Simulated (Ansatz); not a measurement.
The system is Zr.

```
Zr
1.0
     3.23200    0.00000    0.00000
    -1.61600    2.79899    0.00000
     0.00000    0.00000    5.14700
Zr
2
Direct
  0.33465 0.67413 0.25390
  0.66535 0.32587 0.74610
```

The cell isn't the ideal one: atom 2 moved 0.06 Å.

| Quantity | Value |
| --- | --- |
| Program | Ansatz 0.2.0 |
| Task | relaxation of cell and atoms |
| Functional | PBEsol |
| Potentials or basis | Ansatz PAW |
| Cutoff | 420 eV (not typed: the program's choice for these potentials) |
| k mesh | 9 × 9 × 5 |
| Occupations | fermi-dirac, width 0.05 eV |
| Spin | no spin polarisation |

At the start: volume 23.28 Å³/atom.

**Question.** Where does the relaxation end?

**Answer.** It ends after 4 steps and the volume is 22.47 Å³/atom (-3.5 %); space group P6_3/mmc (No. 194, to 0.05 Å).

Step by step:
```csv
step,energy change (eV),largest force (eV/Å),volume (Å³)
1,0.0000,0.1509,46.56
2,-0.0214,0.0439,45.05
3,-0.0219,0.0011,44.94
4,-0.0217,0.0011,44.94
```

Final structure:
```yaml
crystal:
  lattice:
    - [3.18219, -0.00003, 0.00006]
    - [-1.59112, 2.75620, -0.00021]
    - [0.00010, -0.00033, 5.12402]
  atoms:
    - { symbol: Zr, position: [0.33346, 0.66701, 0.25001] }
    - { symbol: Zr, position: [0.66654, 0.33299, 0.74999] }
```

Caveat: the plane-wave basis is chosen anew once the cell has moved, so the energies of steps on either side of that aren't comparable; the PAW data sets come from PBE, with cores solved anew for the run's functional, which leaves a small shift of forces and pressure.
